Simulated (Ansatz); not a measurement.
# C: the cost of one run

Computed with Ansatz 0.2.0 (DFT PBE, scalar-relativistic, plane waves, PAW, unless a step's input says otherwise).

5 further runs of the same task are left out: 3 that didn't finish, 2 set aside as unsound or not needed.

## (1) The starting structure

The structure is trigonal, space group R-3m (No. 166). Conventional cell: a = 2.467 Å, b = 2.467 Å, c = 25.727 Å, α = 90.00°, β = 90.00°, γ = 120.00°. Around C (site symmetry 3m) lie 3 C at 1.42 Å.

Structure file:

```cif
data_structure
_symmetry_space_group_name_H-M 'P 1'
_symmetry_Int_Tables_number 1
_cell_length_a 2.4665
_cell_length_b 2.4665
_cell_length_c 25.7270
_cell_angle_alpha 90.000
_cell_angle_beta 90.000
_cell_angle_gamma 120.000
_cell_volume 135.55
loop_
_atom_site_label
_atom_site_type_symbol
_atom_site_fract_x
_atom_site_fract_y
_atom_site_fract_z
_atom_site_occupancy
C1 C 0.00000 0.00000 0.91756 1
C2 C 0.33333 0.66667 0.91756 1
C3 C 0.00000 0.00000 0.74911 1
C4 C 0.33333 0.66667 0.74910 1
C5 C 0.66667 0.33333 0.25090 1
C6 C 0.00000 0.00000 0.25089 1
C7 C 0.66667 0.33333 0.08244 1
C8 C 0.00000 0.00000 0.08244 1
C9 C 0.33333 0.66667 0.58423 1
C10 C 0.66667 0.33333 0.58423 1
C11 C 0.33333 0.66667 0.41577 1
C12 C 0.66667 0.33333 0.41577 1
```

It goes back to an entry of the Materials Project, which need not be the stable form.

## (2) Zero strain

Contents of input.yaml:

```yaml
crystal:
  lattice:
    - [2.4665162697, 0.0, 0.0]
    - [-1.2332581348, 2.1360657484, 0.0]
    - [0.0, 0.0, 25.7270075231]
  atoms:
    - { symbol: C, position: [0.0, 0.0, 0.9175619738] }
    - { symbol: C, position: [0.3333333333, 0.6666666667, 0.9175585647] }
    - { symbol: C, position: [0.0, 0.0, 0.749108102] }
    - { symbol: C, position: [0.3333333333, 0.6666666667, 0.7491046929] }
    - { symbol: C, position: [0.6666666667, 0.3333333333, 0.2508953071] }
    - { symbol: C, position: [0.0, 0.0, 0.250891898] }
    - { symbol: C, position: [0.6666666667, 0.3333333333, 0.0824414353] }
    - { symbol: C, position: [0.0, 0.0, 0.0824380262] }
    - { symbol: C, position: [0.3333333333, 0.6666666667, 0.5842286405] }
    - { symbol: C, position: [0.6666666667, 0.3333333333, 0.5842252313] }
    - { symbol: C, position: [0.3333333333, 0.6666666667, 0.4157747687] }
    - { symbol: C, position: [0.6666666667, 0.3333333333, 0.4157713595] }
basis:
  ecutwfc: 420
kpoints:
  mp_grid: { grid: [18, 18, 2] }
hamiltonian:
  xc: pbe
scf:
  occupations: { method: gaussian, width: 0.01 }
output:
  forces: true
  stress: true
  eigenvalues: true
```

Run with:

```console
$ ansatz run input.yaml --threads 1 --pin off --max-ram 2560MiB --backend cpu --events-out ev --progress --plain --runs-dir out
```

Q: Estimate wall time and peak memory on 1 thread of Arm Neoverse V1, shared host.

About 34 s, with a peak of 0.51 GiB.
